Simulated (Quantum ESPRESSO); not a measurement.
Crystal: MnO.

```xyz
2
Lattice="0.0000 2.2220 2.2220 2.2220 0.0000 2.2220 2.2220 2.2220 0.0000" Properties=species:S:1:pos:R:3 pbc="T T T"
Mn    0.0000    0.0000    0.0000
O     2.2220    2.2220    2.2220
```

```yaml
Program: Quantum ESPRESSO 7.5
Task: phonons
Functional: LDA
Potentials_or_basis: PseudoDojo 0.4.1 SR LDA standard
Cutoff: 1306 eV
Density_cutoff: 5225 eV
k_mesh: 4 × 4 × 4, shifted
Occupations: fermi-dirac, width 0.05 eV
Spin: collinear spin, ferromagnetic start
Starting_moments: "[4.0, 0.0] μB"
Target_pressure: 20 GPa
Form_of_the_LDA_correlation: PW92
Mixing_beta: 0.3
Most_SCF_iterations: 120
SCF_threshold: 4e-10 Ry
```

The cell and the atoms were relaxed first at 20 GPa, to 8.37 Å³/atom (a = 2.871 Å, b = 2.871 Å, c = 2.871 Å, α = 60.00°, β = 60.00°, γ = 60.00°), and the response was taken there.

Q: Which optical modes does the crystal have at the zone centre, and which show in infrared and Raman spectra?

A: The optical modes are T1u. Infrared active: T1u. None is Raman active.

Optical modes at Γ, degenerate ones joined:
| cm⁻¹ | components | symmetry | active in |
| --- | --- | --- | --- |
| 503 | 3 | T1u | IR |

Caveat: the k mesh is coarse (spacing up to 0.61 Å⁻¹), so the values aren't converged; the mesh is thin for the phonons of a metal; the volume moved by over 15 % at a fixed basis, so the end points are rough; the cell is more than 3 GPa from zero pressure, which shifts response properties; a cell with one magnetic atom can't hold antiferromagnetic order, which such compounds often take.
